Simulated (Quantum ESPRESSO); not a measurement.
MnO: zone-centre phonons under several settings

```
Mn O
1.0
     2.67239    0.00000    0.00000
     0.00000    2.67239    0.00000
     0.00000    0.00000    2.67239
Mn O
1 1
Direct
  0.00000 0.00000 0.00000
  0.50000 0.50000 0.50000
```

Measurements of this composition are mostly on another form, of space group No. 225.

All runs used Quantum ESPRESSO 7.5; k mesh 6 × 6 × 6, shifted; relaxed cell; collinear spin, ferromagnetic start; cutoff 1306 eV; occupations fermi-dirac, width 0.05 eV.

| level | potentials | volume (Å³/atom) | pressure (GPa) | lowest optical mode without the field (cm⁻¹) |
| --- | --- | --- | --- | --- |
| LDA | PseudoDojo 0.4.1 SR LDA standard | 8.50 | 0.0 | 188 |
| PBE | PseudoDojo 0.4.1 SR PBE standard | ? | 0.4 | ? |
| PBEsol | PseudoDojo 0.4.1 SR PBEsol standard | 9.35 | 0.0 | 153 |
| WC | PseudoDojo 0.4.1 SR PBE standard | 9.43 | 0.0 | 150 |

What stands in the row left open?

Volume 10.63 Å³/atom; lowest optical mode without the field 153i cm⁻¹.

Values marked i are imaginary: the cell is unstable against those modes at that level, or the meshes are too thin.

Caveats: all runs use coarse meshes; the mesh is thin for the phonons of a metal; a cell with one magnetic atom can't hold antiferromagnetic order, which such compounds often take; some modes are imaginary (some runs); before the sum rule the acoustic modes lie tens of cm⁻¹ from zero, a sign that the density grid also shifts the optical modes (some runs); the potentials were made for another functional, which shifts forces and pressure (some runs).

For the row left open. Caveat: the k mesh is coarse (spacing up to 0.39 Å⁻¹), so the values aren't converged; the mesh is thin for the phonons of a metal; some modes are imaginary; a cell with one magnetic atom can't hold antiferromagnetic order, which such compounds often take.
